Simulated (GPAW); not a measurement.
Runs of GPAW 26.7.0 on SnTe. The structure is cubic, space group Pm-3m (No. 221). The conventional cell has a = 3.905 Å, b = 3.905 Å, c = 3.905 Å, α = 90.00°, β = 90.00°, γ = 90.00°. Te (site symmetry m-3m) has 8 Sn at 3.38 Å as nearest neighbours. Sn (site symmetry m-3m) has 8 Te at 3.38 Å as nearest neighbours. Measurements of this composition are mostly on another form, of space group No. 225.

```csv
task,level,potentials or basis,cell,smearing,band path,band points,gap on the mesh (eV),pressure (GPa)
single point,LDA,"the program's PAW data sets (release 1.2.1) made for this functional, pw",as given,gaussian 0.1 eV,-,-,none,(b)
single point,RPBE,"the program's PAW data sets (release 1.2.1) made for this functional, pw",as given,gaussian 0.05 eV,-,-,none,(a)
band structure,PBEsol+D3(BJ),"PAW data sets generated in the run's folder for this functional, pw",as given,gaussian 0.1 eV,"GXMGRX,MR",60,-,-6.3
single point,PBE,"GPAW PAW data sets (gpaw-data 1.2.1), pw",as given,gaussian 0.05 eV,-,-,none,-1.4
single point,LDA,"the program's PAW data sets (release 1.2.1) made for this functional, pw",volume scaled by 0.92,improved-tetrahedron-method,-,-,none,-0.7
```

Alike in all rows: no spin polarisation; k mesh 7 × 7 × 7; cutoff (eV) 600.

Question: Fill in the values left out.

Answer: (a) 0.0; (b) -5.1.

Caveats: spin-orbit coupling is left out, which moves the levels of the heavy elements (some runs); pairwise dispersion overbinds metals, which lowers pressure and volume (some runs).

A k mesh can miss the band edges, and the runs leave out spin-orbit coupling on Sn, Te.

A gap of «none» marks a metal or a gap under the smearing width.
